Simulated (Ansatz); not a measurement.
A 3-atom cell of Na2S started from a crystallographic database, relaxed with r2SCAN, was run in Ansatz 0.2.0 under altered settings. All numbers are computed, without spin polarisation but where a row says otherwise.

```yaml
crystal:
  lattice:
    - [0.00000, 3.25543, 3.25543]
    - [3.25543, 0.00000, 3.25543]
    - [3.25543, 3.25543, 0.00000]
  atoms:
    - { symbol: Na, position: [0.25000, 0.25000, 0.25000] }
    - { symbol: Na, position: [0.75000, 0.75000, 0.75000] }
    - { symbol: S, position: [0.00000, 0.00000, 0.00000] }
```

The base run's other keys:
```yaml
kpoints:
  mp_grid: { grid: [4, 4, 4] }
hamiltonian:
  xc: hse06
scf:
  occupations: { method: fixed }
  n_extra_bands: 4
```

It takes 11 iterations with 1363 plane waves at 420 eV and 8 k points, and leaves a mean stress of +0.18 GPa. The gap over this mesh is 3.527 eV. It ran on 4 threads of Arm Neoverse N1, with other jobs on the host.

Outcomes, with energy and stress as changes against the base:
```tsv
setting	outcome	ΔF (meV/atom)	Δ mean stress (GPa)	gap on the mesh (eV)	iterations	wall time
PBE hybrid, exx coeff 0.75, omega 0.1 1/Å	converged	–	-1.2	6.660	17	8.8 s
PBE hybrid, exx coeff 1.0, omega 0.1 1/Å	converged	–	-1.7	8.126	17	9.1 s
PBE hybrid, exx coeff 0.4, omega 0.3 1/Å	converged	–	-0.3	3.821	11	7 s
PBE hybrid, exx coeff 0.15, omega 0.5 1/Å	converged	–	+0.4	2.824	9	6.8 s
crystal.symmetry.detect: false	converged, warned	0.0	0.0	3.527	11	56 s
```
A dash marks a value that wasn't obtained or can't be compared. Stress is positive in compression. The base took 6.9 s.

- PBE hybrid, exx coeff 0.75, omega 0.1 1/Å. That is 75 % exact exchange, screened with ω = 0.1 1/Å, against HSE06's 25 % screened at 0.208 1/Å. The mean stress moves by -1.2 GPa and the gap on the mesh by +3.133 eV (to 6.660). Totals of different functionals aren't comparable. The program warns that on this mesh the truncation of the exchange isn't bounded, so part of the change can be an error of the mesh.
- PBE hybrid, exx coeff 1.0, omega 0.1 1/Å. That is 100 % exact exchange, screened with ω = 0.1 1/Å, against HSE06's 25 % screened at 0.208 1/Å. The mean stress moves by -1.7 GPa and the gap on the mesh by +4.598 eV (to 8.126). Totals of different functionals aren't comparable. The program warns that on this mesh the truncation of the exchange isn't bounded, so part of the change can be an error of the mesh.
- PBE hybrid, exx coeff 0.4, omega 0.3 1/Å. That is 40 % exact exchange, screened with ω = 0.3 1/Å, against HSE06's 25 % screened at 0.208 1/Å. The mean stress moves by -0.3 GPa and the gap on the mesh by +0.294 eV (to 3.821). Totals of different functionals aren't comparable.
- PBE hybrid, exx coeff 0.15, omega 0.5 1/Å. That is 15 % exact exchange, screened with ω = 0.5 1/Å, against HSE06's 25 % screened at 0.208 1/Å. The mean stress moves by +0.4 GPa and the gap on the mesh by -0.704 eV (to 2.824). Totals of different functionals aren't comparable.
- crystal.symmetry.detect: false. It converges in 11 iterations, as the base does, on 64 k points in place of 8. This key steers the way to the solution, not the solution: the results stay as they were. Warned: hybrid solves reversed points apart.

Within 1 meV an atom, 0.1 GPa and 0.005 eV of the base stay: crystal.symmetry.detect: false.

The stress of a hybrid is loosely converged in these runs.

The meshes of the hybrids are coarse, so their gaps aren't converged to the digits shown.
